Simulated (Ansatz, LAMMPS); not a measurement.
# Gap against volume in amorphous TiO2 at 3.34 g/cm^3 (84 atoms)

Density of this cell: 3.07 g/cm³. The cell holds 84 atoms: 28 Ti and 56 O. Cell: a = 11.029 Å, b = 10.395 Å, c = 10.553 Å, α = 89.1°, β = 91.9°, γ = 89.1°. The starting structure: 84 atoms (28 Ti, 56 O) placed at random at 3.34 g/cm³, melted at 5000 K for 10 ps at fixed volume with the Morse and Coulomb pair potential with partial charges (Pedone, Malavasi, Menziani, Cormack and Segre, J. Phys. Chem. B 110, 11780 (2006)). Quenched from 5000 K to 300 K at 50 K/ps and fixed volume, held 5 ps, then minimised at fixed cell.

Calculated with Ansatz 0.2.0: Kohn-Sham DFT, PBE, PAW (set soft_2), plane waves; cutoff 420 eV, Γ point, fixed occupations. The relaxed cell was scaled evenly and the atoms were relaxed at each volume. The gap is that between the highest filled and the lowest empty Kohn-Sham level on the run's k-points.

```
volume (Å³/atom)  gap (eV)
          12.953               2.838
          13.529               2.856
          13.961               2.867
          14.393               2.907
          14.824                   ?
          15.256               2.965
```

**Question.** Fit a straight line in ln V to the rows given and interpolate to the withheld row.

**Working.**

A volume deformation potential makes the spacing linear in u = ln(V/V0), with V0 = 14.393 Å³ the relaxed volume; v is the spacing.

| u = ln(V/V0) | v (eV) |
| --- | --- |
| -0.105360 | 2.8377 |
| -0.0618762 | 2.8564 |
| -0.0304596 | 2.8668 |
| 0 | 2.9066 |
| 0.0582681 | 2.9646 |

With n = 5: mean u = -0.0278856, mean v = 2.88642, Σ(u − ū)² = 0.015364, Σ(u − ū)(v − v̄) = 0.012144. Slope b = 0.012144 / 0.015364 = 0.79038; intercept a = v̄ − b ū = 2.9085.

At the withheld volume u = 0.02956, and v = a + b u.

Prediction at 14.824: 2.932 eV. The run gave 2.965 eV, so the fit is low by 0.033 eV (1.1 % of the value).

The rows follow a line only loosely (correlation 0.95 in size over all rows, under the 0.97 asked here), so the slope of +0.79 eV is a mean trend and no deformation potential. Among the rows given, the largest miss of the fit is at 13.961, by 0.018 eV (14 % of the range of the table).

Limits: The table spans 16 % in volume, wide for a linear law. Semilocal functionals tend to put gaps under measured ones. Only the Γ point is sampled. Atoms move by up to 0.7 Å in these relaxations, so the structure changes along the series. Defect or tail levels can set the spacing of a disordered cell.

[Logs are printed without paths, hosts, clocks, repeated set-up lines and the standing remarks that a program may print on its own settings, such as how far it seeks lower states.]

[Hosts, paths, dates, database ids (printed as entryN), source tags and the programs' standing remarks are cut or masked in the printed files.]
